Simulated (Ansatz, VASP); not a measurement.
**Al: programs and potentials compared**

The starting cell:

```
Al
1.0
     0.00000    2.02481    2.02481
     2.02481    0.00000    2.02481
     2.02481    2.02481    0.00000
Al
1
Direct
  0.00000 0.00000 0.00000
```

Alike in all runs: task relaxation of cell and atoms; functional revPBE; dispersion D4; k mesh 11 × 11 × 11; occupations fermi-dirac, width 0.05 eV; no spin polarisation; no spin-orbit coupling.

| program and potentials | plane-wave cutoff (eV) | notes | equilibrium volume (Å³/atom) |
| --- | --- | --- | --- |
| Ansatz, Ansatz PAW | 420 | potentials made for PBE, which Ansatz adapts in part | 15.67 |
| Ansatz, all-electron LAPW, scalar-relativistic | - | - | 15.67 |
| VASP, PBE PAW files Al, 600 eV | 600 | potentials made for PBE | 15.63 |

The equilibrium volume spans 15.63 (VASP, PBE PAW files Al, 600 eV) to 15.67 Å³/atom (Ansatz, Ansatz PAW), with all-electron results at 15.67. Some sets were made for another functional than the one run, which can shift their rows. Relaxations stop with a little pressure left, so the last digit of a volume isn't settled.

The functional is the same throughout but for its coding, so the spread measures potentials, basis and numerics; runs on potential files found faulty are left out.
